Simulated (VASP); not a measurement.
## Which phase of SiO2 is lowest?

Which of 5 structures of SiO2 is lowest in energy, and does the functional change the order? Phases are named by their space groups; of mirror-image pairs one is listed. The structure below is that of the P6_222 phase.

Calculated with VASP 6.6.1; LDA; plane waves and PAW (Si, O), in the first sound run; inputs show where later runs differ.

The database entry behind the starting cell lists a temperature of 869 K, so it need not match the best structure at ambient conditions.

## 1. Starting point

The structure is hexagonal, space group P6_222 (No. 180). Conventional cell: a = 4.997 Å, b = 4.997 Å, c = 5.457 Å, α = 90.00°, β = 90.00°, γ = 120.00°. Nearest to Si lie 4 O at 1.59 Å. Nearest to O lie 2 Si at 1.59 Å. Farther neighbours and most contacts between anions are not listed.

As a file:

```cif
data_structure
_symmetry_space_group_name_H-M 'P 1'
_symmetry_Int_Tables_number 1
_cell_length_a 4.9971
_cell_length_b 4.9971
_cell_length_c 5.4574
_cell_angle_alpha 90.000
_cell_angle_beta 90.000
_cell_angle_gamma 120.000
_cell_volume 118.02
loop_
_atom_site_label
_atom_site_type_symbol
_atom_site_fract_x
_atom_site_fract_y
_atom_site_fract_z
_atom_site_occupancy
Si1 Si 0.50000 0.00000 0.00000 1
Si2 Si 0.50000 0.50000 0.33333 1
Si3 Si 0.00000 0.50000 0.66667 1
O4 O 0.41550 0.20775 0.16667 1
O5 O 0.20775 0.41550 0.50000 1
O6 O 0.79225 0.20775 0.83333 1
O7 O 0.58450 0.79225 0.16667 1
O8 O 0.79225 0.58450 0.50000 1
O9 O 0.20775 0.79225 0.83333 1
```

## 2. Relax the crystal, LDA

One member in full, the P6_222 phase: cell and atoms relax with the symmetry of the start.

This step took 2 runs in a row; the last is shown.

Level: LDA; plane waves and PAW (Si, O).

File INCAR:

```
SYSTEM = SiO2
PREC = Accurate
ENCUT = 520
EDIFF = 1E-06
NELM = 120
ISMEAR = 0
SIGMA = 0.02
LREAL = .FALSE.
ALGO = Normal
GGA = CA
NBANDS = 33
LORBIT = 11
LWAVE = .FALSE.
LCHARG = .FALSE.
KPAR = 4
IBRION = 2
NSW = 60
ISIF = 3
EDIFFG = -0.01
POTIM = 0.4
```

File POSCAR:

```
SiO2
1.0
    5.0436898939      0.0000000001      0.0000000000
   -2.5218449418      4.3679635803      0.0000000000
    0.0000000000      0.0000000000      5.5329525599
Si O
3 6
Direct
    0.5000000000      0.0000000000      0.0000000000
    0.5000000000      0.5000000000      0.3333333330
    0.0000000000      0.5000000000      0.6666666670
    0.4160991818      0.2080495909      0.1666666670
    0.2080495909      0.4160991818      0.5000000000
    0.7919504091      0.2080495909      0.8333333330
    0.5839008182      0.7919504091      0.1666666670
    0.7919504091      0.5839008182      0.5000000000
    0.2080495909      0.7919504091      0.8333333330
```

File KPOINTS:

```
Automatic mesh
0
Gamma
6 6 5
0 0 0
```

The projector-augmented-wave data sets are Si and O (LDA family, release 64).

On the command line:

```console
$ mpirun -np 4 vasp_std
```

The log of the run:

```text
[banner, memory and clock lines left out]
running    4 mpi-ranks, on    1 nodes
[...]
LDA part: xc-table for (Slater(with rela. corr.)+CA(PZ))
 , standard interpolation
 POSCAR, INCAR and KPOINTS ok, starting setup
[...]
entering main loop
       N       E                     dE             d eps       ncg     rms          rms(c)
DAV:   1     0.278245075000E+03    0.27825E+03   -0.24798E+04  1386   0.133E+03
DAV:   2    -0.686246027397E+02   -0.34687E+03   -0.33473E+03  1798   0.307E+02
DAV:   3    -0.879653466019E+02   -0.19341E+02   -0.19262E+02  1763   0.775E+01
DAV:   4    -0.881843103559E+02   -0.21896E+00   -0.21876E+00  1740   0.930E+00
[...]
DAV:  11    -0.778115308163E+02    0.79382E-04   -0.74543E-04  1724   0.160E-01    0.163E-02
DAV:  12    -0.778115310947E+02   -0.27848E-06   -0.15981E-05  1700   0.238E-02    0.797E-03
DAV:  13    -0.778115312555E+02   -0.16079E-06   -0.48027E-06  1724   0.119E-02
   1 F= -.77811531E+02 E0= -.77811531E+02  d E =-.778115E+02
[...]
reached required accuracy - stopping structural energy minimisation
```

It took 10 s on 4 MPI ranks of Intel Xeon 6975P-C (Granite Rapids), shared host; peak memory 0.88 GiB; 38 s of CPU time.

The logs omit lines about the potential files and the build; timing stands in the text.

From OUTCAR (step 2):

```text
  Total        0.0545258      0.0545258      0.0538951      0.0000000      0.0000000      0.0000000
  in kB        0.7166855      0.7166855      0.7083953      0.0000000      0.0000000      0.0000000
  external PRESSURE =       0.7139221 kB  Pullay stress =       0.0000000 kB

 POSITION                                       TOTAL-FORCE (eV/Angst)
 -----------------------------------------------------------------------------------
      2.52184      0.00000      0.00000         0.000000     -0.000000      0.000000
      1.26092      2.18398      1.84432         0.000000     -0.000000      0.000000
     -1.26092      2.18398      3.68864         0.000000     -0.000000     -0.000000
      1.57401      0.90875      0.92216        -0.002987     -0.001724      0.000000
      0.00000      1.81751      2.76648        -0.000000     -0.003449     -0.000000
      3.46968      0.90875      4.61079         0.002987     -0.001724      0.000000
      0.94784      3.45921      0.92216         0.002987      0.001724     -0.000000
      2.52184      2.55046      2.76648         0.000000      0.003449     -0.000000
     -0.94784      3.45921      4.61079        -0.002987      0.001724     -0.000000
 -----------------------------------------------------------------------------------
    total drift:                               -0.000000      0.000000      0.000007

  FREE ENERGIE OF THE ION-ELECTRON SYSTEM (eV)
  ---------------------------------------------------
  free  energy   TOTEN  =       -77.8115312555 eV

  energy  without entropy=      -77.8115312555  energy(sigma->0) =      -77.81153126

 reached required accuracy - stopping structural energy minimisation

[... 3 further parts left out ...]
[key lines of the parts left out:]
E-fermi :   0.5164
```

Numbers from this step:

- energy(sigma→0) of the program: -77.8115 eV
- stress, compression positive: xx, yy, zz 0.07, 0.07, 0.07 GPa
- volume: 121.895 Å³
- ionic steps: 1

## 3. Energy at another level, r2SCAN

The relaxed cell is held, and its energy is taken at another level.

Level: r2SCAN; plane waves and PAW (Si, O).

File INCAR:

```
SYSTEM = SiO2
PREC = Accurate
ENCUT = 520
EDIFF = 1E-06
NELM = 100
ISMEAR = 0
SIGMA = 0.02
LREAL = .FALSE.
ALGO = Normal
METAGGA = R2SCAN
LASPH = .TRUE.
NBANDS = 33
LORBIT = 11
LWAVE = .FALSE.
LCHARG = .FALSE.
KPAR = 4
```

POSCAR is that of step 2.

KPOINTS is that of step 2.

On the command line:

```console
$ mpirun -np 4 vasp_std
```

The log of the run:

```text
[banner, memory and clock lines left out]
running    4 mpi-ranks, on    1 nodes
[...]
|                                                                             |
|               ----> ADVICE to this user running VASP <----                  |
|                                                                             |
|     You enforced a specific xc type in the INCAR file but a different       |
|     [... a line on the potential file left out ...]
|     I HOPE YOU KNOW WHAT YOU ARE DOING!                                     |
|                                                                             |

 LDA part: xc-table for (None), standard interpolation
 POSCAR, INCAR and KPOINTS ok, starting setup
[...]
entering main loop
       N       E                     dE             d eps       ncg     rms          rms(c)
DAV:   1     0.883115175046E+02    0.88312E+02   -0.25360E+04  1386   0.136E+03
DAV:   2    -0.268318638382E+03   -0.35663E+03   -0.34427E+03  1797   0.316E+02
DAV:   3    -0.287969287704E+03   -0.19651E+02   -0.19572E+02  1763   0.788E+01
DAV:   4    -0.288178537121E+03   -0.20925E+00   -0.20909E+00  1708   0.917E+00
[...]
DAV:  11    -0.263476110462E+03   -0.48728E-03   -0.48114E-04  1570   0.150E-01    0.654E-02
DAV:  12    -0.263476097829E+03    0.12632E-04   -0.42499E-05  1740   0.388E-02    0.243E-02
DAV:  13    -0.263476097851E+03   -0.21621E-07   -0.35667E-06  1548   0.115E-02
   1 F= -.26347610E+03 E0= -.26347610E+03  d E =-.261233E-30
```

Elapsed: 39 s, on 4 MPI ranks; peak memory 1.1 GiB.

From OUTCAR (step 3):

```text
  Total        0.2513181      0.2513181      0.2251462      0.0000000      0.0000000      0.0000000
  in kB        3.3033151      3.3033151      2.9593127      0.0000000      0.0000000      0.0000000
  external PRESSURE =       3.1886476 kB  Pullay stress =       0.0000000 kB

 POSITION                                       TOTAL-FORCE (eV/Angst)
 -----------------------------------------------------------------------------------
      2.52184      0.00000      0.00000        -0.000000     -0.000000     -0.000000
      1.26092      2.18398      1.84432        -0.000000     -0.000000      0.000000
     -1.26092      2.18398      3.68864         0.000000     -0.000000      0.000000
      1.57401      0.90875      0.92216         0.020596      0.011891      0.000000
      0.00000      1.81751      2.76648         0.000000      0.023782      0.000000
      3.46968      0.90875      4.61079        -0.020596      0.011891     -0.000000
      0.94784      3.45921      0.92216        -0.020596     -0.011891     -0.000000
      2.52184      2.55046      2.76648        -0.000000     -0.023782      0.000000
     -0.94784      3.45921      4.61079         0.020596     -0.011891      0.000000
 -----------------------------------------------------------------------------------
    total drift:                               -0.000000      0.000000      0.000007

  FREE ENERGIE OF THE ION-ELECTRON SYSTEM (eV)
  ---------------------------------------------------
  free  energy   TOTEN  =      -263.4760978510 eV

  energy  without entropy=     -263.4760978510  energy(sigma->0) =     -263.47609785

[... 2 parts as in an earlier step ...]

[... 1 further part left out ...]
[key lines of the parts left out:]
E-fermi :   0.3663
```

Read from the output:

```
energy(sigma→0) of the program : -263.4761 eV
stress, compression positive   : xx, yy, zz 0.33, 0.33, 0.30 GPa
```

The run ends at a pressure of 0.32 GPa, with forces up to 0.024 eV/Å.

## 4. Energy at another level, r2SCAN+rVV10

The relaxed cell is held, and its energy is taken at another level.

Level: r2SCAN with rVV10; plane waves and PAW (Si, O).

Changes to INCAR since step 3:

```diff
@@ -10,2 +10,6 @@
 METAGGA = R2SCAN
+LUSE_VDW = .TRUE.
+IVDW_NL = 2
+BPARAM = 11.95
+CPARAM = 0.0093
 LASPH = .TRUE.
```

POSCAR is that of step 3.

KPOINTS is that of step 3.

On the command line:

```console
$ mpirun -np 4 vasp_std
```

The log of the run:

```text
[banner, memory and clock lines left out]
running    4 mpi-ranks, on    1 nodes
[...]
|                                                                             |
|               ----> ADVICE to this user running VASP <----                  |
|                                                                             |
|     You have switched on vdW-DFT.                                           |
|     This routine was written and supplied by Jiri Klimes. We recommend      |
|     that you carefully read and cite the following publications:            |
|       J. Klimes, D.R. Bowler, A. Michelides                                 |
|          J. Phys.: Cond Matt. 22 022201 (2010)                              |
|       J. Klimes, D.R. Bowler, A. Michelides                                 |
|          Phys. Rev. B. 83, 195131 (2011)                                    |
|     and references therein.                                                 |
|                                                                             |

 [... a notice as in an earlier step ...]

 LDA part: xc-table for (None), standard interpolation
 POSCAR, INCAR and KPOINTS ok, starting setup
[...]
entering main loop
       N       E                     dE             d eps       ncg     rms          rms(c)
Total rVV10 correction in eV:      1.3037214    52.2392640
Total rVV10 correction in eV:      1.3037214    52.2392640
Total rVV10 correction in eV:      1.3037214    52.2392640
Total rVV10 correction in eV:      1.3037214    52.2392640
DAV:   1     0.890242223069E+02    0.89024E+02   -0.25331E+04  1386   0.136E+03
DAV:   2    -0.266665842304E+03   -0.35569E+03   -0.34312E+03  1796   0.315E+02
DAV:   3    -0.286328685563E+03   -0.19663E+02   -0.19585E+02  1763   0.788E+01
DAV:   4    -0.286537020670E+03   -0.20834E+00   -0.20818E+00  1716   0.914E+00
DAV:   5    -0.286540044870E+03   -0.30242E-02   -0.30233E-02  1748   0.109E+00    0.291E+01
Total rVV10 correction in eV:      1.4144586    52.2392612
Total rVV10 correction in eV:      1.4144586    52.2392612
Total rVV10 correction in eV:      1.4144586    52.2392612
Total rVV10 correction in eV:      1.4144586    52.2392612
DAV:   6    -0.261494621512E+03    0.25045E+02   -0.23510E+01  1589   0.252E+01    0.170E+01
Total rVV10 correction in eV:      1.4771276    52.2392615
Total rVV10 correction in eV:      1.4771276    52.2392615
Total rVV10 correction in eV:      1.4771276    52.2392615
Total rVV10 correction in eV:      1.4771276    52.2392615
DAV:   7    -0.261833434720E+03   -0.33881E+00   -0.30184E+00  1659   0.913E+00    0.597E+00
Total rVV10 correction in eV:      1.5073373    52.2392616
Total rVV10 correction in eV:      1.5073373    52.2392616
Total rVV10 correction in eV:      1.5073373    52.2392616
Total rVV10 correction in eV:      1.5073373    52.2392616
DAV:   8    -0.261910231776E+03   -0.76797E-01   -0.22943E-01  1699   0.324E+00    0.179E+00
Total rVV10 correction in eV:      1.5407570    52.2392615
Total rVV10 correction in eV:      1.5407570    52.2392615
Total rVV10 correction in eV:      1.5407570    52.2392615
Total rVV10 correction in eV:      1.5407570    52.2392615
DAV:   9    -0.261924463857E+03   -0.14232E-01   -0.79615E-02  1634   0.157E+00    0.493E-01
Total rVV10 correction in eV:      1.5443739    52.2392616
Total rVV10 correction in eV:      1.5443739    52.2392616
Total rVV10 correction in eV:      1.5443739    52.2392616
Total rVV10 correction in eV:      1.5443739    52.2392616
DAV:  10    -0.261925436147E+03   -0.97229E-03   -0.38990E-03  1700   0.384E-01    0.136E-01
Total rVV10 correction in eV:      1.5476121    52.2392616
Total rVV10 correction in eV:      1.5476121    52.2392616
Total rVV10 correction in eV:      1.5476121    52.2392616
Total rVV10 correction in eV:      1.5476121    52.2392616
DAV:  11    -0.261925865034E+03   -0.42889E-03   -0.45139E-04  1530   0.149E-01    0.634E-02
Total rVV10 correction in eV:      1.5477387    52.2392616
Total rVV10 correction in eV:      1.5477387    52.2392616
Total rVV10 correction in eV:      1.5477387    52.2392616
Total rVV10 correction in eV:      1.5477387    52.2392616
DAV:  12    -0.261925851957E+03    0.13076E-04   -0.37757E-05  1748   0.369E-02    0.250E-02
Total rVV10 correction in eV:      1.5478526    52.2392616
Total rVV10 correction in eV:      1.5478526    52.2392616
Total rVV10 correction in eV:      1.5478526    52.2392616
Total rVV10 correction in eV:      1.5478526    52.2392616
DAV:  13    -0.261925851462E+03    0.49593E-06   -0.39082E-06  1564   0.122E-02
Total rVV10 correction in eV:      1.5478626    52.2392616
Total rVV10 correction in eV:      1.5478626    52.2392616
Total rVV10 correction in eV:      1.5478626    52.2392616
Total rVV10 correction in eV:      1.5478626    52.2392616
Total rVV10 correction in eV:      1.5478760    52.2392616
Total rVV10 correction in eV:      1.5478760    52.2392616
Total rVV10 correction in eV:      1.5478760    52.2392616
Total rVV10 correction in eV:      1.5478760    52.2392616
   1 F= -.26192585E+03 E0= -.26192585E+03  d E =-.413150E-18
```

Run time: 88 s. Hardware: 4 MPI ranks; peak memory 2.1 GiB; 5.8 min of CPU time.

OUTCAR, selected parts (step 4):

```text
  LATTYP: Found a hexagonal cell.
 ALAT       =     5.0436898939
 C/A-ratio  =     1.0970049064

 Subroutine GETGRP returns: Found 12 space group operations
 (whereof  4 operations were pure point group operations)

The static configuration has the point symmetry D_2 .
 The point group associated with its full space group is D_6 .

 Found     21 irreducible k-points:

   dimension x,y,z NGX =    40 NGY =   40 NGZ =   42
   dimension x,y,z NGXF=    80 NGYF=   80 NGZF=   84

   ENCUT  =  520.0 eV  38.22 Ry    6.18 a.u.   9.38  9.38 10.29*2*pi/ulx,y,z

   NELECT =      48.0000    total number of electrons

 E-fermi :   0.3190

 k-point     1 :       0.0000    0.0000    0.0000
  band No.  band energies     occupation
    ...
     20      -0.8262      2.00000
     21      -0.8262      2.00000
     22      -0.2757      2.00000
     23      -0.2757      2.00000
     24       0.0079      2.00000
     25       6.4077      0.00000
     26       9.8625      0.00000
     27       9.8625      0.00000
     28      10.2330      0.00000
     29      10.2330      0.00000
    ...

 k-point     2 :       0.1667    0.0000    0.0000
  band No.  band energies     occupation
    ...
     20      -0.9366      2.00000
     21      -0.8837      2.00000
     22      -0.2325      2.00000
     23      -0.2047      2.00000
     24      -0.0770      2.00000
     25       6.7992      0.00000
     26       9.8991      0.00000
     27      10.0485      0.00000
     28      10.2131      0.00000
     29      10.3461      0.00000
    ...

  Total       -0.1777523     -0.1777523     -0.2144679     -0.0000000     -0.0000000      0.0000000
  in kB       -2.3363696     -2.3363697     -2.8189582     -0.0000000     -0.0000000      0.0000000
  external PRESSURE =      -2.4972325 kB  Pullay stress =       0.0000000 kB

 POSITION                                       TOTAL-FORCE (eV/Angst)
 -----------------------------------------------------------------------------------
      2.52184      0.00000      0.00000         0.000000     -0.000000      0.000000
      1.26092      2.18398      1.84432         0.000000     -0.000000      0.000000
     -1.26092      2.18398      3.68864         0.000000     -0.000000     -0.000000
      1.57401      0.90875      0.92216         0.000313      0.000181     -0.000000
      0.00000      1.81751      2.76648         0.000000      0.000361      0.000000
      3.46968      0.90875      4.61079        -0.000313      0.000181     -0.000000
      0.94784      3.45921      0.92216        -0.000313     -0.000181      0.000000
      2.52184      2.55046      2.76648        -0.000000     -0.000361     -0.000000
     -0.94784      3.45921      4.61079         0.000313     -0.000181      0.000000
 -----------------------------------------------------------------------------------
    total drift:                               -0.000000      0.000000      0.000007

  FREE ENERGIE OF THE ION-ELECTRON SYSTEM (eV)
  ---------------------------------------------------
  free  energy   TOTEN  =      -261.9258514616 eV

  energy  without entropy=     -261.9258514616  energy(sigma->0) =     -261.92585146

 total charge
# of ion       s       p       d       tot
------------------------------------------
    1        0.637   1.020   0.000   1.657
    2        0.637   1.020   0.000   1.657
    3        0.637   1.020   0.000   1.657
    4        1.555   3.743   0.000   5.299
    5        1.555   3.743   0.000   5.299
    6        1.555   3.743   0.000   5.299
    7        1.555   3.743   0.000   5.299
    8        1.555   3.743   0.000   5.299
    9        1.555   3.743   0.000   5.299
--------------------------------------------------
tot         11.242  25.520   0.000  36.762

[... 2 parts as in an earlier step ...]

[... 7 further parts left out ...]
```

Numbers from this step:

* energy(sigma→0) of the program: -261.9259 eV
* stress, compression positive: xx, yy, zz -0.23, -0.23, -0.28 GPa

The run ends at a pressure of -0.25 GPa, with forces up to 3.6e-4 eV/Å.

[end of part 1 of 2]

[Lines on the potential files, build, host, timing and source positions are cut from VASP's logs without a mark.]

[Logs are printed without paths, hosts, clocks, repeated set-up lines and the standing remarks that a program may print on its own settings, such as how far it seeks lower states.]

[Hosts, paths, dates, database ids (printed as entryN), source tags and the programs' standing remarks are cut or masked in the printed files.]
